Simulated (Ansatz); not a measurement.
# FeCo3: convergence and cost

This session on FeCo3 sets out to test the k-point mesh on the displaced cell.

Computed with Ansatz 0.2.0 (DFT PBEsol, scalar-relativistic, plane waves, PAW, unless a step's input says otherwise).

1 further run of the same task is left out (set aside as unsound or not needed). Runs told in other sessions of the task aren't counted.

## (1) Starting point

The structure is cubic, space group Pm-3m (No. 221). Conventional cell: a = 3.536 Å, b = 3.536 Å, c = 3.536 Å, α = 90.00°, β = 90.00°, γ = 90.00°. Fe (site symmetry m-3m) has 12 Co at 2.50 Å in its first shell of neighbours. Co (site symmetry 4/mmm) is surrounded by 4 Fe at 2.50 Å and 8 Co at 2.50 Å.

Coordinates:

```cif
data_structure
_symmetry_space_group_name_H-M 'Pm-3m'
_symmetry_Int_Tables_number 221
_cell_length_a 3.5357
_cell_length_b 3.5357
_cell_length_c 3.5357
_cell_angle_alpha 90.000
_cell_angle_beta 90.000
_cell_angle_gamma 90.000
_cell_volume 44.20
loop_
_atom_site_label
_atom_site_type_symbol
_atom_site_symmetry_multiplicity
_atom_site_Wyckoff_symbol
_atom_site_fract_x
_atom_site_fract_y
_atom_site_fract_z
_atom_site_occupancy
Fe1 Fe 1 a 0.00000 0.00000 0.00000 1
Co1 Co 3 c 0.50000 0.50000 0.00000 1
```

Source of the structure: the Materials Project (structure only). It is taken as it stands there.

## (2) The base run, which the others are set against

File input.yaml:

```yaml
crystal:
  lattice:
    - [3.53570262, 0.0, 0.0]
    - [0.0, 3.53570262, 0.0]
    - [0.0, 0.0, 3.53570262]
  atoms:
    - { symbol: Fe, position: [0.0, 0.0, 0.0], spin: 2.89 }
    - { symbol: Co, position: [0.5, 0.5, 0.0], spin: 1.87 }
    - { symbol: Co, position: [0.5, 0.0, 0.5], spin: 1.87 }
    - { symbol: Co, position: [0.0, 0.5, 0.5], spin: 1.87 }
basis:
  ecutwfc: 420
kpoints:
  mp_grid: { grid: [12, 12, 12] }
hamiltonian:
  xc: pbesol
scf:
  occupations: { method: gaussian, width: 0.1 }
output:
  forces: true
  stress: true
  eigenvalues: true
  populations: true
  write_density: true
  write_potential: true
  elf: true
  volumetric_format: npy
magnetization:
  spin_polarized: true
```

It was run beforehand and gave: -4931.9202 eV/atom at zero smearing, pressure -8.48 GPa, largest force 0.000 eV/Å, no gap on the mesh, site moments Fe +2.59, Co +1.66 (×3) μB, in 13 SCF cycles and 17 s.

The runs on the displaced cell use a copy made earlier, with the atoms moved and the axes strained (about 1 %) at random, so that forces and shear stress do not vanish.

## (3) K-point mesh on the displaced cell set to 1×1×1

File input.yaml:

```yaml
crystal:
  lattice:
    - [3.5721540735, -0.0275255438, -0.0181245131]
    - [-0.0275255438, 3.5689489459, -0.0232513138]
    - [-0.0181245131, -0.0232513138, 3.507546981]
  atoms:
    - { symbol: Fe, position: [0.0260725471, 0.0326027914, -0.0477834004], spin: 2.62 }
    - { symbol: Co, position: [0.4579454134, 0.4883795985, -0.0513251958], spin: 1.76 }
    - { symbol: Co, position: [0.5097400828, -0.0474838799, 0.5185504739], spin: 1.76 }
    - { symbol: Co, position: [0.0107045508, 0.4478103975, 0.4990532067], spin: 1.72 }
basis:
  ecutwfc: 420
kpoints:
  mp_grid: { grid: [1, 1, 1] }
hamiltonian:
  xc: pbesol
scf:
  occupations: { method: gaussian, width: 0.1 }
output:
  forces: true
  stress: true
  eigenvalues: true
  populations: true
magnetization:
  spin_polarized: true
```

Started as:

```
ansatz run input.yaml --threads 1 --pin off --max-ram 2560MiB --backend cpu --events-out ev --progress --plain --runs-dir out
```

The session goes on with these runs: K-point mesh on the displaced cell set to 2×2×2; K-point mesh on the displaced cell: 4×4×4; K-point mesh on the displaced cell: 6×6×6.

Q: Predict the outcome of the series: the values and the trend.

**Answer**, as computed:

```
                                                                  quantity                                   value
k-point mesh on the displaced cell: within 10 and 1 meV/atom of 8×8×8 from  4×4×4 for 10; none of the others for 1
```

What this shows: The last step in the k-point mesh on the displaced cell still changes the energy by 3.13 meV/atom: the series is not settled to 1 meV/atom. The gaps on the coarsest meshes are artefacts of sampling: the crystal is a metal on the dense ones. The energy moves one way along this series, and a metal needs dense meshes to resolve its Fermi surface. Forces come within 0.01 eV/Å only at the reference itself. The cell's moment varies from 6.83 to 7.38 μB over the series. The listed cell is far from this method's equilibrium (-8.5 GPa, forces up to 0.00 eV/Å), so its values are not those of the relaxed crystal.
